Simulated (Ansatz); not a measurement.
# Stack of blue phosphorene under honeycomb GaN, shifted by a third of the diagonal in a perpendicular field

Wanted: the out-of-plane response of the stack of blue phosphorene under honeycomb GaN, shifted by a third of the diagonal. A positive field points along +c.

Main program and level: Ansatz 0.2.0; plane-wave DFT, RPBE-D3(BJ), Ansatz PAW.

### Step 1. Starting point

The cell holds 4 atoms: 2 P, 1 N and 1 Ga. Its edges and angles: a = 3.245 Å, b = 3.245 Å, c = 22.440 Å, α = 90.0°, β = 90.0°, γ = 120.0°. Regions: layer 1: blue phosphorene, 2 atoms (2 P); layer 2: honeycomb GaN, 2 atoms (1 N and 1 Ga). Vacuum lies along c.

### Step 2. Relaxation

The starting cell is a guess, so the in-plane lattice and the atoms are relaxed first, with the slab cut off from its images along the normal. The program lengthens the vector along the normal by itself, so c and the volume that it reports differ from the typed ones.

File input.yaml:

```yaml
crystal:
  lattice:
    - [3.245, 0.0, 0.0]
    - [-1.6225, 2.8102524353, 0.0]
    - [0.0, 0.0, 22.44]
  atoms:
    - { symbol: P, position: [0.6666666667, 0.3333333333, 0.4010695187] }
    - { symbol: P, position: [0.3333333333, 0.6666666667, 0.4563279857] }
    - { symbol: "N", position: [0.0, 0.0, 0.5989304813] }
    - { symbol: Ga, position: [0.6666666667, 0.3333333333, 0.5989304813] }
  periodic: [true, true, false]
kpoints:
  mp_grid: { grid: [12, 12, 1] }
hamiltonian:
  xc: rpbe
  dispersion: d3bj
scf:
  occupations: { method: fermi_dirac, width: 0.05 }
  convergence: { dr2_threshold: 1.0e-09 }
relax:
  f_tol: 0.004
  max_steps: 90
  cell: {}
output:
  write_potential: true
  write_density: true
  volumetric_format: npy
```

Command:

```sh
> ansatz run input.yaml --threads 2 --pin off --max-ram 3072MiB --backend cpu --events-out ev --progress --plain --runs-dir out
```

Numbers of over 12 decimals in the logs are rounded to 6 here.

The program printed:

```text
Warning: crystal.periodic: the lattice vector that does not repeat stood 0.000° off the slab's normal, 22.440 Å along it as the deck builds it. The run solves the slab on a vector along the normal, 32.680 Å long, with every atom where it was (on the deck's vector they left 18.00 Å outside them, and the widest stretch free of ions among them is 3.20 Å). A fractional position that the run reports is one of the run's ce [...]
Warning: relax.cell: scf.convergence.dr2_threshold = 1e-9 eV is looser than the 1.9183400985e-10 eV advised for a relaxation that steers and ends on the stress (1e-10 eV for each atom of the cell: 4, times the square of relax.cell.stress_2d_tol = 0.05 N/m over 14.4 Å (the atoms' height at the walk's start and 5 Å past either face), 3.463e-2 GPa, over a crystal's default 0.05). What an SCF threshold leaves in a stress goes as its square root, and in the free energy as the threshold itself, and one threshold admits the most on a small cell: [figures from the program's tests cut] Set scf.convergence.dr2_threshold to 1.9183400985e-10 eV or tighter. [rest of the remark cut]
crystal.periodic: the lattice vector that does not repeat stood 0.000° off the slab's normal, 22.440 Å along it as the deck builds it. The run solves the slab on a vector along the normal, 32.680 Å long, with every atom where it was (on the deck's vector they left 18.00 Å outside them, and the widest stretch free of ions among them is 3.20 Å). A fractional position that the run reports is one of the run's cell, which [...]
Engine: ansatz 0.2.0, aarch64-unknown-linux-gnu
Pseudopotentials: kind: paw
Pseudopotential: P, paw, valence charge 5, recommended cutoff 420 eV (normal), P.paw.azcp
Pseudopotential: N, paw, valence charge 5, recommended cutoff 420 eV (normal), N.paw.azcp
Pseudopotential: Ga, paw, valence charge 13, recommended cutoff 420 eV (normal), Ga.paw.azcp
Functional definition: RPBE
  parameter kappa = 0.804
  parameter beta = 0.066725
  exchange = rpbe_x(kappa = kappa, mu = beta*pi^2/3)
  correlation = pbe_c(beta = beta)
Crystal: 4 atoms, lattice volume = 298.018 Å³
Basis set: ecut = 420 eV, 5929 PW (Γ), exchange–correlation on 48×48×450 points (8 copies of the dense FFT grid, shifted against one another)
Bands: 18, of which v1, the nominal top of the filled ones, is band 14 counted from 1 (13 counted from 0)
Symmetry: 6 space group operations
Space group: P3m1 (ITA 156), of the structure as read, at distance tolerance 6.7e-5 Å
k-points: 19 of 144 (time reversal used)
Non-local potential: P, projectors of the file, l = 0: 2, l = 1: 2, l = 2: 2
Non-local potential: N, projectors of the file, l = 0: 2, l = 1: 2, l = 2: 1
Non-local potential: Ga, projectors of the file, l = 0: 2, l = 1: 2, l = 2: 3, l = 3: 1
PAW form: soft (Blöchl's): semilocal exchange-correlation on the pseudo side does not see the compensation charge
PAW frozen core: P, regenerated for the run's functional, and the local potential with it (the file was generated under x = pbe(κ = 0.804, μ = 0.219515), c = pbe(β = 0.066725))
PAW frozen core: N, regenerated for the run's functional, and the local potential with it (the file was generated under x = pbe(κ = 0.804, μ = 0.219515), c = pbe(β = 0.066725))
PAW frozen core: Ga, regenerated for the run's functional, and the local potential with it (the file was generated under x = pbe(κ = 0.804, μ = 0.219515), c = pbe(β = 0.066725))
PAW one-centre angular grid: P, 110 points (default); XC on 64 Gauss nodes
PAW one-centre angular grid: N, 110 points (default); XC on 64 Gauss nodes
PAW one-centre angular grid: Ga, 590 points (default); XC on 64 Gauss nodes
Initial density: superposition of atomic densities (neutral atoms: chi_scale 0, normalization atom), corrected by the library's trained network
Initial wavefunctions: pseudopotential atomic-orbital guess
Functional: x = rpbe, c = pbe(β = 0.066725)
SCF iter   1: F=—  HF=-5695.781670 eV  |F-HF|=—  |Δ(HF+E_count)|=         —  Δρ=2.36e-3  dr2=5.28e-2  ethr=1.77e-3  ⟨swp⟩=11.6  Hψ=2935  notcnv=0
preconditioner: auto → Resta (q_TF=auto, 1.840 Å⁻¹)  ε∞=1.9  [insulator: Δε(μ)=1.790 eV  Ē_g=12.325 eV  σ=0.050 eV  W_gap=1.00  n_scr=18 (ndim 8)  ℏωp=11.4 eV  f_vac=0.737  D(μ)=0.00/eV (n_scr^D=0)  ε∞_Penn≈1.9  vacuum switching on, ρ_ref=1.1e-2 e/Å³]
SCF iter   2: F=—  HF=-5695.777947 eV  |F-HF|=—  |Δ(HF+E_count)|=   3.72e-3  Δρ=1.61e-3  dr2=3.77e-2  ethr=1.89e-4  ⟨swp⟩=4.5  Hψ=980  notcnv=0
SCF iter   3: F=—  HF=-5695.773786 eV  |F-HF|=—  |Δ(HF+E_count)|=   4.16e-3  Δρ=9.20e-4  dr2=5.40e-3  ethr=1.35e-4  ⟨swp⟩=3.2  Hψ=586  notcnv=0
SCF iter   4: F=—  HF=-5695.773482 eV  |F-HF|=—  |Δ(HF+E_count)|=   3.04e-4  Δρ=4.06e-4  dr2=5.13e-4  ethr=1.93e-5  ⟨swp⟩=3.1  Hψ=599  notcnv=0
SCF iter   5: F=—  HF=-5695.773658 eV  |F-HF|=—  |Δ(HF+E_count)|=   1.76e-4  Δρ=1.44e-4  dr2=4.50e-5  ethr=1.83e-6  ⟨swp⟩=3.1  Hψ=704  notcnv=0
SCF iter   6: F=—  HF=-5695.773694 eV  |F-HF|=—  |Δ(HF+E_count)|=   3.61e-5  Δρ=6.78e-5  dr2=1.17e-5  ethr=1.61e-7  ⟨swp⟩=2.9  Hψ=717  notcnv=0
SCF iter   7: F=—  HF=-5695.773708 eV  |F-HF|=—  |Δ(HF+E_count)|=   1.42e-5  Δρ=1.46e-5  dr2=1.17e-6  ethr=4.18e-8  ⟨swp⟩=2.9  Hψ=714  notcnv=0
SCF iter   8: F=—  HF=-5695.773653 eV  |F-HF|=—  |Δ(HF+E_count)|=   5.54e-5  Δρ=5.65e-6  dr2=6.81e-8  ethr=4.18e-9  ⟨swp⟩=3.0  Hψ=670  notcnv=0
SCF iter   9: F=—  HF=-5695.773653 eV  |F-HF|=—  |Δ(HF+E_count)|=   2.05e-7  Δρ=1.89e-6  dr2=9.72e-9  ethr=2.43e-10  ⟨swp⟩=3.2  Hψ=763  notcnv=0
SCF iter  10: F=-5695.773653 eV  HF=-5695.773653 eV  |F-HF|=1.72e-9  |Δ(HF+E_count)|=   7.45e-9  Δρ=3.78e-7  dr2=5.97e-10  ethr=3.57e-12  ⟨swp⟩=9.6  Hψ=3184  notcnv=0
SCF 1 converged in 10 iterations: F = -5695.773653 eV  dr2 = 5.97e-10
  greatest PAW one-centre occupation: 0.995 electrons in one spin orbital (limit 2), on the Ga atom at site 3 (counted from 0), in its partial waves of l = 2
relax step   1: F+E_penalty+E_count = -5695.77365285 eV  Δ(F+E_penalty+E_count) = +0.000e0 eV  max|allowed force component| = 3.490e-1 eV/Å  Δτ_max = 0.0000 Å  P = -7.005 N/m  Ω = 298.018 Å³  fix = [c, alpha, beta]  reactions: c +0.000 N/m  (10 SCF iters, accepted)
Crystal: 4 atoms, lattice volume = 289.626 Å³
Basis set: ecut = 420 eV, 5737 PW (Γ), exchange–correlation on 48×48×450 points (8 copies of the dense FFT grid, shifted against one another)
Initial density: handed on by an earlier stage of this run
Initial wavefunctions: those handed on with the density
iter 1 solved again at ethr=9.30e-4 eV; its pass at ethr=3.10e-3 eV (dr2=2.60e-1 eV) is discarded
[...]
SCF 3 converged in 11 iterations: F = -5696.091905 eV  dr2 = 3.55e-10
relax step   3: F+E_penalty+E_count = -5696.09190453 eV  Δ(F+E_penalty+E_count) = -1.143e-1 eV  max|allowed force component| = 1.615e-1 eV/Å  Δτ_max = 0.1954 Å  P = +0.033 N/m  Ω = 283.990 Å³  energy of the carried Pulay correction = +2.981e-3 eV  fix = [c, alpha, beta]  reactions: c +0.000 N/m  (11 SCF iters, accepted)
[...]
relax step   4: F+E_penalty+E_count = -5696.08674926 eV  Δ(F+E_penalty+E_count) = +5.155e-3 eV  max|allowed force component| = 3.051e-1 eV/Å  Δτ_max = 0.1048 Å  P = +1.237 N/m  Ω = 283.113 Å³  energy of the carried Pulay correction = +3.172e-3 eV  fix = [c, alpha, beta]  (12 SCF iters, rejected (line search))
[...]
relax step   5: F+E_penalty+E_count = -5696.09843624 eV  Δ(F+E_penalty+E_count) = -6.532e-3 eV  max|allowed force component| = 8.773e-2 eV/Å  Δτ_max = 0.0498 Å  P = +0.266 N/m  Ω = 283.755 Å³  energy of the carried Pulay correction = +3.032e-3 eV  fix = [c, alpha, beta]  reactions: c +0.000 N/m  (10 SCF iters, accepted)
[...]
relax step   6: F+E_penalty+E_count = -5696.08952410 eV  Δ(F+E_penalty+E_count) = +8.912e-3 eV  max|allowed force component| = 5.878e-1 eV/Å  Δτ_max = 0.0249 Å  P = -0.314 N/m  Ω = 284.173 Å³  energy of the carried Pulay correction = +2.941e-3 eV  fix = [c, alpha, beta]  (10 SCF iters, rejected (line search))
[...]
relax step   7: F+E_penalty+E_count = -5696.09908044 eV  Δ(F+E_penalty+E_count) = -6.442e-4 eV  max|allowed force component| = 5.818e-3 eV/Å  Δτ_max = 0.0120 Å  P = +0.091 N/m  Ω = 284.243 Å³  energy of the carried Pulay correction = +2.926e-3 eV  fix = [c, alpha, beta]  reactions: c +0.000 N/m  (9 SCF iters, accepted)
[...]
relax step   8: F+E_penalty+E_count = -5696.09906494 eV  Δ(F+E_penalty+E_count) = +1.550e-5 eV  max|allowed force component| = 2.012e-2 eV/Å  Δτ_max = 0.0042 Å  P = +0.003 N/m  Ω = 284.513 Å³  energy of the carried Pulay correction = +2.867e-3 eV  fix = [c, alpha, beta]  reactions: c +0.000 N/m  (9 SCF iters, accepted)
[...]
relax step   9: F+E_penalty+E_count = -5696.09908083 eV  Δ(F+E_penalty+E_count) = -1.589e-5 eV  max|allowed force component| = 3.319e-4 eV/Å  Δτ_max = 0.0007 Å  P = +0.001 N/m  Ω = 284.490 Å³  energy of the carried Pulay correction = +2.872e-3 eV  fix = [c, alpha, beta]  reactions: c +0.000 N/m  (7 SCF iters, accepted)
Initial wavefunctions: pseudopotential atomic-orbital guess (no wavefunctions were taken with the density)
iter 1 solved again at ethr=6.55e-7 eV; its pass at ethr=3.10e-3 eV (dr2=1.83e-4 eV) is discarded
SCF iter   1: F=—  HF=-5696.096883 eV  |F-HF|=—  |Δ(HF+E_count)|=         —  Δρ=5.67e-5  dr2=1.49e-6  ethr=6.55e-7  ⟨swp⟩=5.1  Hψ=4736  notcnv=0
preconditioner: auto → Resta (q_TF=auto, 1.854 Å⁻¹)  ε∞=1.9  [insulator: Δε(μ)=1.404 eV  Ē_g=12.515 eV  σ=0.050 eV  W_gap=1.00  n_scr=18 (ndim 8)  ℏωp=11.6 eV  f_vac=0.759  D(μ)=0.00/eV (n_scr^D=0)  ε∞_Penn≈1.9  vacuum switching on, ρ_ref=1.1e-2 e/Å³]
SCF iter   2: F=—  HF=-5696.096823 eV  |F-HF|=—  |Δ(HF+E_count)|=   6.06e-5  Δρ=3.20e-5  dr2=1.23e-6  ethr=5.30e-9  ⟨swp⟩=3.1  Hψ=849  notcnv=0
SCF iter   3: F=—  HF=-5696.096824 eV  |F-HF|=—  |Δ(HF+E_count)|=   1.51e-6  Δρ=1.94e-5  dr2=3.87e-6  ethr=4.40e-9  ⟨swp⟩=2.8  Hψ=681  notcnv=0  recentre
SCF iter   4: F=—  HF=-5696.096824 eV  |F-HF|=—  |Δ(HF+E_count)|=   5.90e-8  Δρ=5.63e-6  dr2=6.82e-7  ethr=4.40e-9  ⟨swp⟩=2.6  Hψ=468  notcnv=0
SCF iter   5: F=—  HF=-5696.096824 eV  |F-HF|=—  |Δ(HF+E_count)|=   3.77e-8  Δρ=1.29e-6  dr2=3.45e-9  ethr=2.44e-9  ⟨swp⟩=2.3  Hψ=484  notcnv=0
SCF iter   6: F=-5696.096824 eV  HF=-5696.096824 eV  |F-HF|=5.21e-10  |Δ(HF+E_count)|=   2.89e-9  Δρ=9.18e-7  dr2=7.80e-10  ethr=3.57e-12  ⟨swp⟩=16.0  Hψ=3562  notcnv=0
SCF 10 converged in 6 iterations: F = -5696.096824 eV  dr2 = 7.80e-10
relax step  10: F+E_penalty+E_count = -5696.09682432 eV  Δ(F+E_penalty+E_count) = +2.257e-3 eV  max|allowed force component| = 3.947e-4 eV/Å  Δτ_max = 0.0000 Å  P = -0.043 N/m  Ω = 284.490 Å³  fix = [c, alpha, beta]  reactions: c -0.000 N/m  stress off target by 4.26e-2 N/m on what of the cell is left free  SCF on the basis re-selected at this cell (its energy is not comparable with the rows above)  (6 SCF iters)
basis re-selected at this cell: Δ(F+E_penalty+E_count) = +2.257e-3 eV, ΔP = -0.043 N/m vs the last step (what re-selecting the basis moved, of the pressure what is left beyond the Pulay correction that the steps carried, after the strain that the cell walked since its last selection, with what the two solves' SCF thresholds leave and, on support functions, any second-order correction that the steps lacked; it is no m [...]
WARN: The output density's exchange-correlation potential varies sharply where the density is thin. Do not read a vacuum level from v_tot or v_xc, or from such a field of the output density. On a cell that repeats whose density bears no net charge and no dipole along the vacuum's axis use v_es (v_loc + v_h of the components); under efield.dipole_correction with no amplitude use v_es + v_field, which holds any externa [...]
SCF converged after 6 iterations
Free energy (F): -5696.096824 eV
Harris-Foulkes:  -5696.096824 eV  (|F-HF|=5.21e-10)
Internal energy: -5696.096824 eV  (E = F + TS)
E sigma→0 (E₀):  -5696.096824 eV
Entropy (-TS):   -0.000000 eV (-0.000 meV/atom)
Fermi energy:    -4.629516 eV
--- Per-component energies (eV) ---
  E_band       = -393.165272
  E_kinetic    = 390.117673
  E_local      = -54493.221828  (includes V_loc(G=0)·N_el)
  E_nonlocal   = 539.732883
  E_hartree    = 26936.683145
  E_xc         = -253.075268
  E_vxc        = -256.476288  (∫ρ·V_xc dr)
  E_paw        = -3270.155066  (= ΣΔE_a)
  E_vpaw       = -446.684409  (= ΣTr[D̂ρ^β])
  E_aug_tail   = -0.000056  (compensation charges beyond the density's cutoff)
  E_ewald      = 24458.538379
  E_disp       = -4.513225  (pairwise vdW)
  E_core_change = -0.203461  (= ΣΔE_core)
  E_smearing   = -0.000000  (= −TS)
  E_closure    = -0.000000  (closes the sum)
  Σ components = -5696.096824   (vs F -5696.096824, Δ=0.00e0)
--- Forces (eV/Å), atoms counted from 1 ---
  atom   1  P      0.00000000     0.00000000     0.00012674
  atom   2  P      0.00000000    -0.00000000    -0.00039293
  atom   3  N      0.00000000     0.00000000    -0.00002813
  atom   4  Ga     0.00000000    -0.00000000     0.00030150
  max |Σ_I F_I| component: 7.18e-6 eV/Å
--- 2D stress c σ (N/m, compression-positive) ---
       -0.042634       0.000000       0.000000
       -0.000000      -0.042634       0.000000
        0.000000       0.000000      -0.000000
  P = ½ c Tr σ = -0.0426 N/m
--- Band table (eV; the first three rows and the last of 19) ---
  k-point 0: bands = [... 10 lower, -5.9572, -5.9251, -5.9251, -5.7386, -2.1310, -1.8614, -1.8614, -1.3569]
  k-point 1: bands = [... 10 lower, -6.5934, -6.2725, -6.0473, -5.5243, -2.1704, -1.7394, -1.5050, -0.5693]
  k-point 2: bands = [... 10 lower, -7.7237, -6.8889, -6.4249, -5.4021, -2.8720, -1.1022, -0.8343, -0.3211]
  k-point 18: bands = [... 10 lower, -10.5103, -8.0305, -7.7300, -6.2540, -3.7307, -2.3955, -0.6383, 1.9724]
  the weakly bound empty levels are not read free of the cell's end (no_gap_told)
--- Relaxed structure (9 steps of the walk, 7 accepted, 1 SCFs on fresh bases) ---
  F+E_penalty+E_count = -5696.09682432 eV   max|allowed force component| = 3.947e-4 eV/Å   (the final SCF, on the basis selected at the relaxed cell)
  cell:  # Å, volume = 284.4897 Å³
    - [3.170494, 0, 0]
    - [-1.585247, 2.745728, 0]
    - [0, 0, 32.680000]
  atoms:
    - { symbol: P, position: [0.666667, 0.333333, 0.286700] }
    - { symbol: P, position: [0.333333, 0.666667, 0.324888] }
    - { symbol: N, position: [2.3129646345818902e-17, 4.625929269810013e-18, 0.402321] }
    - { symbol: Ga, position: [0.666667, 0.333333, 0.397352] }
```

Elapsed: 2.3 min, on 2 threads of Arm Neoverse N1, shared host; peak memory 0.52 GiB.

Relaxation path:

| step | energy less that of the first step (eV) | largest force component (eV/Å) | volume (Å³) |
| --- | --- | --- | --- |
| 1 | 0.0000 | 0.3490 | 298.02 |
| 2 | -0.2040 | 0.4902 | 289.63 |
| 3 | -0.3183 | 0.1615 | 283.99 |
| 4 | -0.3131 | 0.3051 | 283.11 |
| 5 | -0.3248 | 0.0877 | 283.76 |
| 6 | -0.3159 | 0.5878 | 284.17 |
| 7 | -0.3254 | 0.0058 | 284.24 |
| 8 | -0.3254 | 0.0201 | 284.51 |
| 9 | -0.3254 | 0.0003 | 284.49 |
| 10* | -0.3232 | 0.0004 | 284.49 |

Relaxation steps marked * repeat the geometry before them on a plane-wave basis chosen anew for their cell, so energy and pressure can jump there. Relaxation steps 4, 6 were tried and not accepted.

The run keeps the 6 symmetry operations that it works with, so distortions that break them were not tested.

| cell as run | before | after | change |
| --- | --- | --- | --- |
| a (Å) | 3.245 | 3.170 | -2.3 % |
| b (Å) | 3.245 | 3.170 | -2.3 % |

The atoms that moved most (Å, along periodic axes as changes of fractional coordinates times the final cell, across vacuum about the mean position):

| atom | dx | dy | dz | length |
| --- | --- | --- | --- | --- |
| Ga4 | 0.000 | 0.000 | -0.455 | 0.455 |
| P2 | 0.000 | 0.000 | 0.377 | 0.377 |
| P1 | 0.000 | 0.000 | 0.369 | 0.369 |
| N3 | 0.000 | 0.000 | -0.292 | 0.292 |

Final coordinates:

```xyz
4
Lattice="3.1705 0.0000 0.0000 -1.5852 2.7457 0.0000 0.0000 0.0000 32.6800" Properties=species:S:1:pos:R:3
P     1.5852    0.9152    9.3694
P     0.0000    1.8305   10.6173
N     0.0000    0.0000   13.1478
Ga    1.5852    0.9152   12.9855
```

The lattice constant a goes from 3.245 to 3.170 Å.

(Continued in part 2 of 4.)

[Logs are printed without paths, hosts, clocks, repeated set-up lines and the standing remarks that a program may print on its own settings, such as how far it seeks lower states.]

[Hosts, paths, dates, database ids (printed as entryN), source tags and the programs' standing remarks are cut or masked in the printed files.]

[Maps of the electrostatic potential energy from Ansatz leave out the sawtooth potential of an applied field or a dipole correction, so their vacuum need not be flat; planar profiles and work functions include it.]
